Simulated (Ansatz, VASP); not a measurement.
## Two plane-wave programs on CoO

File INCAR:

```
SYSTEM = CoO
PREC = Accurate ; ENCUT = 520
EDIFF = 1E-6 ; ISMEAR = 0
SIGMA = 0.05 ; LREAL = .False.
LASPH = .True. ; NELM = 150
ALGO = Normal ; ISIF = 2
LWAVE = .False. ; LCHARG = .True.
ISPIN = 2 ; MAGMOM = 2.18 2.18 -0.12 -0.12
LORBIT = 11 ; LMAXMIX = 4
LDAU = .True. ; LDAUTYPE = 2
LDAUL = 2 -1 ; LDAUU = 4 0
LDAUJ = 0 0 ; LDAUPRINT = 1
GGA = CA ; LELF = .True.
LVHAR = .True. ; NBANDS = 27
```

KPOINTS

```
regular mesh
0
Gamma
  6 6 5
  0 0 0
```

The input POSCAR:

```
CoO
1.0
    3.4461499200      0.0000000000      0.0000000000
    0.0000000000      3.4461499200      0.0000000000
    0.0000000000      0.0000000000      4.2904647300
Co O
2 2
Direct
    0.0000000000      0.5000000000      0.0000000000
    0.5000000000      0.0000000000      0.5000000000
    0.0000000000      0.0000000000      0.2500000000
    0.0000000000      0.0000000000      0.7500000000
```

Input for Ansatz:

```yaml
crystal:
  lattice:
    - [3.44614992, 0.0, 0.0]
    - [0.0, 3.44614992, 0.0]
    - [0.0, 0.0, 4.29046473]
  atoms:
    - { symbol: Co, position: [0.0, 0.5, 0.0], spin: 1.5 }
    - { symbol: Co, position: [0.5, 0.0, 0.5], spin: 1.5 }
    - { symbol: O, position: [0.0, 0.0, 0.25] }
    - { symbol: O, position: [0.0, 0.0, 0.75] }
basis:
  ecutwfc: 420
  ecutrho_ratio: 4
kpoints:
  mp_grid: { grid: [6, 6, 5] }
hamiltonian:
  xc: lda
  hubbard:
    sites: [{ site: 0, l: d, u_eff: 4.0 }, { site: 1, l: d, u_eff: 4.0 }]
scf:
  occupations: { method: gaussian, width: 0.05 }
  lower_state_search: "off"
  max_iter: 150
output:
  forces: true
  stress: true
  eigenvalues: true
  populations: true
  hubbard: { sites: [{ site: 0, l: d }, { site: 1, l: d }] }
magnetization:
  spin_polarized: true
  initial_magnetization: 3.0
  spin_locking: { lock_magnetization: soft, n_iters: 6 }
```

Alike in both runs: task single point; functional LDA; k mesh 6 × 6 × 5; occupations gaussian, width 0.05 eV; collinear spin; Hubbard terms Co d U = 4.0 eV.

```csv
,VASP,Ansatz
version,VASP 6.6.1,Ansatz 0.2.0
potentials or method,"VASP PAW LDA potentials, release 64 (Co, O)","scalar-relativistic, plane waves, PAW"
plane-wave cutoff (eV),520,420
valence electrons in the cell,30,46
```

```tsv
	VASP	Ansatz	Ansatz less VASP
gap on the k mesh at the Fermi level (eV)	none	none	-
pressure (GPa)	-14.6	-13.0	+1.61
largest component of the traceless stress (GPa)	23.82	23.88	+0.053
net moment per atom (μB)	1.13	1.10	-0.022
size of the moment on the site where the two differ most (μB)	2.36	2.18	-0.187
```

Site moments also hang on the region over which each program counts them. The programs project onto different local orbitals, so the same U acts differently. A gap of «none» marks a metal or a gap that the smearing closes. The two sets of potentials don't hold the same shells in valence. Ansatz warned: «filled_band_counts_differ_across_k_points».

The state reached can hang on the start; a lower one may exist.
